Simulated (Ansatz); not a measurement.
**Pd across functionals**

```
Pd
1.0
     0.00000    1.94490    1.94490
     1.94490    0.00000    1.94490
     1.94490    1.94490    0.00000
Pd
1
Direct
  0.00000 0.00000 0.00000
```

The geometry is COD entry 9008478, unchecked; take it as a test cell.

Spin polarisation is left out, and whether a magnetic state lies lower isn't shown here.

One fixed cell is solved with several functionals by PAW (frozen-core files) in Ansatz 0.2.0, scalar-relativistically. A positive pressure means that the functional wants a larger cell.

The PAW files were made with PBE; their cores are remade for each functional.

Numerical set-up: a Γ-centred 18×18×18 k mesh, Fermi–Dirac smearing of 0.05 eV, cutoff 420 eV, no spin polarisation.

Cutoffs: PBE 420 eV, LDA 420 eV, PBEsol 420 eV, r²SCAN 500 eV.

```csv
setting,P (GPa),"lowest level at Γ above −25 eV, from the valence-band top or, without a gap, the Fermi level (eV)"
PBE,7.60,-7.18
LDA,-8.02,-7.30
PBEsol,?,-7.28
r²SCAN,?,-7.15
```

What belongs in the row "PBEsol", column "P (GPa)"?

-2.21.

Fill in "P (GPa)" for the row "r²SCAN".

2.64.
